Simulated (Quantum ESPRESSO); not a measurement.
The system is TaN.

```
CELL_PARAMETERS angstrom
0.00000 2.21132 2.21132
2.21132 0.00000 2.21132
2.21132 2.21132 0.00000
ATOMIC_POSITIONS crystal
Ta 0.50000 0.50000 0.50000
N 0.00000 0.00000 0.00000
```

The cell comes from a database or a generator and needn't be the stable form of this composition.

| Quantity | Value |
| --- | --- |
| Program | Quantum ESPRESSO 7.5 |
| Task | Wannier functions |
| Functional | LDA |
| Potentials or basis | JTH 2.0 LDA |
| Cutoff | 544 eV |
| Density cutoff | 3265 eV |
| k mesh | 8 × 8 × 8 |
| Occupations | fermi-dirac, width 0.05 eV |
| Spin | no spin polarisation |
| Form of the LDA correlation | PW92 |
| Mixing beta | 0.5 |
| Most SCF iterations | 120 |
| SCF threshold | 4e-10 Ry |
| k mesh for the Wannier functions | 6 × 6 × 6 |
| Projections | Ta spd, N sp |

Start: atomic projections with disentanglement, frozen window up to 1.0 eV over the reference level; the lowest 4 bands are left out. The reference level is the Fermi level, or the middle of the gap.

Question: With atomic projections with disentanglement, how many functions result, how localised are they, and how well do they interpolate the bands?

Answer: 13 functions with spreads from 0.55 to 2.25 Å², 16.7 Å² in all; they miss the direct bands by 9 meV (root mean square).

Wannier functions:
| function | nearest atom | distance (Å) | spread (Å²) | on-site energy from the reference level (eV) |
| --- | --- | --- | --- | --- |
| 1 | 1 Ta | 0.00 | 1.91 | 1.88 |
| 2 | 1 Ta | 0.00 | 2.25 | 12.01 |
| 3 | 1 Ta | 0.00 | 2.25 | 11.99 |
| 4 | 1 Ta | 0.00 | 2.25 | 11.99 |
| 5 | 1 Ta | 0.00 | 0.98 | 1.73 |
| 6 | 1 Ta | 0.00 | 1.28 | 0.29 |
| 7 | 1 Ta | 0.00 | 1.28 | 0.29 |
| 8 | 1 Ta | 0.00 | 0.98 | 1.73 |
| 9 | 1 Ta | 0.00 | 1.28 | 0.30 |
| 10 | 2 N | 0.00 | 0.55 | -12.58 |
| 11 | 2 N | 0.00 | 0.56 | -0.63 |
| 12 | 2 N | 0.00 | 0.56 | -0.62 |
| 13 | 2 N | 0.00 | 0.56 | -0.62 |

Parts of the spread (Å²): invariant 10.08, diagonal 0.000, off-diagonal 6.60, total 16.67. Against the direct bands the interpolation misses by 9 meV (root mean square) and 63 meV at most, for states up to 1 eV over the reference level.

Caveat: spin-orbit coupling is left out, which moves the levels of the heavy elements.
